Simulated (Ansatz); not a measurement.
Au:

```xyz
1
Lattice="-1.6573 1.6573 1.6573 1.6573 -1.6573 1.6573 1.6573 1.6573 -1.6573" Properties=species:S:1:pos:R:3 pbc="T T T"
Au    0.0000    0.0000    0.0000
```

This isn't the form of Au at room conditions, which is fcc.

```yaml
Program: Ansatz 0.2.0
Task: relaxation of cell and atoms
Functional: RPBE
Potentials_or_basis: Ansatz PAW
Cutoff: "420 eV (not typed: the program's choice for these potentials)"
k_mesh: 11 × 11 × 11
Occupations: fermi-dirac, width 0.05 eV
Spin: no spin polarisation
```

At the start: volume 18.21 Å³/atom.

**Question.** How do energy, volume and symmetry change on relaxing?

**Answer.** It ends after 4 steps and the volume is 18.64 Å³/atom (+2.4 %); space group Im-3m (No. 229, to 0.05 Å).

Step by step:
| step | energy change (eV) | largest force (eV/Å) | volume (Å³) |
| --- | --- | --- | --- |
| 1 | 0.0000 | 0.0000 | 18.21 |
| 2 | -0.0036 | 0.0000 | 18.67 |
| 3 | -0.0037 | 0.0000 | 18.64 |
| 4 | -0.0038 | 0.0000 | 18.64 |

Final structure:
```cif
data_structure
_symmetry_space_group_name_H-M 'P 1'
_symmetry_Int_Tables_number 1
_cell_length_a 2.8929
_cell_length_b 2.8929
_cell_length_c 2.8929
_cell_angle_alpha 109.471
_cell_angle_beta 109.471
_cell_angle_gamma 109.471
_cell_volume 18.64
loop_
_atom_site_label
_atom_site_type_symbol
_atom_site_fract_x
_atom_site_fract_y
_atom_site_fract_z
_atom_site_occupancy
Au1 Au 0.00000 0.00000 0.00000 1
```

Caveat: the plane-wave basis is chosen anew once the cell has moved, so the energies of steps on either side of that aren't comparable; the PAW data sets come from PBE, with cores solved anew for the run's functional, which leaves a small shift of forces and pressure.
